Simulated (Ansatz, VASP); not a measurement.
Two plane-wave programs on BaTiO3

Contents of INCAR:

```
SYSTEM = BaTiO3
PREC = Accurate
ENCUT = 520
EDIFF = 1E-8
ISMEAR = -1
SIGMA = 0.05
LREAL = .False.
LASPH = .True.
NELM = 100
ALGO = Normal
ISIF = 2
LWAVE = .False.
LCHARG = .False.
GGA = PE
LEFG = .True.
NBANDS = 28
```

The input KPOINTS:

```
regular mesh
0
Gamma
  8 8 8
  0 0 0
```

POSCAR

```
BaTiO3
1.0
    3.9531406582      0.0000000000      0.0000000000
    0.0000000000      3.9531406582      0.0000000000
    0.0000000000      0.0000000000      3.9531406582
Ba Ti O
1 1 3
Direct
    0.5000000000      0.5000000000      0.5000000000
    0.0000000000      0.0000000000      0.0000000000
    0.5000000000      0.0000000000      0.0000000000
    0.0000000000      0.5000000000      0.0000000000
    0.0000000000      0.0000000000      0.5000000000
```

Input for Ansatz:

```yaml
crystal:
  lattice:
    - [3.9531406582, 0.0, 0.0]
    - [0.0, 3.9531406582, 0.0]
    - [0.0, 0.0, 3.9531406582]
  atoms:
    - { symbol: Ba, position: [0.5, 0.5, 0.5] }
    - { symbol: Ti, position: [0.0, 0.0, 0.0] }
    - { symbol: O, position: [0.5, 0.0, 0.0] }
    - { symbol: O, position: [0.0, 0.5, 0.0] }
    - { symbol: O, position: [0.0, 0.0, 0.5] }
kpoints:
  mp_grid: { grid: [8, 8, 8] }
scf:
  occupations: { method: fermi_dirac, width: 0.05 }
hamiltonian:
  xc: pbe
  pseudopotentials: { kind: paw }
output:
  forces: true
  stress: true
  eigenvalues: true
  efg: { contact_densities: true }
  write_density: true
  write_potential: true
  elf: true
  volumetric_format: npy
```

Change from the starting cell: volume scaled by 0.96, PAW files.

Alike in both runs: task electric field gradients; functional PBE; k mesh 8 × 8 × 8; occupations fermi-dirac, width 0.05 eV; no spin polarisation.

|  | VASP | Ansatz |
| --- | --- | --- |
| version | VASP 6.6.1 | Ansatz 0.2.0 |
| potentials or method | VASP PAW PBE potentials, release 64 (Ba_sv, Ti_sv, O) | PAW with Ansatz's default frozen-core files, scalar-relativistic |
| plane-wave cutoff (eV) | 520 | 420 |
| valence electrons in the cell | 40 | 40 |

Ansatz gave:

```
gap on the k mesh at the Fermi level (eV)                      : 1.89
pressure (GPa)                                                 : 9.1
Vzz of the field gradient on the site that differs most (V/Å²) : 22.4
```

Task: Estimate VASP's values.

Result: gap on the k mesh at the Fermi level (eV): 1.82; pressure (GPa): 11.1; Vzz of the field gradient on the site that differs most (V/Å²): 21.5.

The functional is the same, so the differences come from potentials, cutoffs and numerics. Ansatz warned: «gradients_without_spin_orbit».

Caveats: spin-orbit coupling is left out, which moves the levels of the heavy elements. A k mesh can miss the band edges.
